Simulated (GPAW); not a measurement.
The system is Cd.

```xyz
1
Lattice="1.6080 0.9284 2.4493 -1.6080 0.9284 2.4493 0.0000 -1.8568 2.4493" Properties=species:S:1:pos:R:3 pbc="T T T"
Cd    0.0000    0.0000    0.0000
```

This isn't the form of Cd at room conditions, which is hcp.

```yaml
Program: GPAW 26.7.0
Task: single point
Functional: PBE
Potentials_or_basis: GPAW PAW data sets (gpaw-data 1.2.1)
Cutoff: 600 eV
Basis: pw
k_mesh: 10 × 10 × 10
Occupations: fermi-dirac, width 0.05 eV
Spin: no spin polarisation
```

On this cell: pressure 1.6 GPa; band gap on the k mesh none (metal or under the smearing width).

The same run follows on a disturbed copy (cell strained at random at fixed volume):

```
Cd
1.0
     1.57901    0.90449    2.38531
    -1.65999    0.89892    2.44059
    -0.04532   -1.89348    2.44709
Cd
1
Direct
  0.99971 0.99976 0.01173
```

Problem. What does the disturbed cell give?

Solution. The energy (extrapolated to zero smearing) moves by +3.9 meV/atom; pressure 1.6 GPa; band gap on the k mesh none (metal or under the smearing width).

Stress tensor (GPa, compression positive):
```
 1.20 -0.27  0.81
-0.27  1.67  0.54
 0.81  0.54  1.81
```
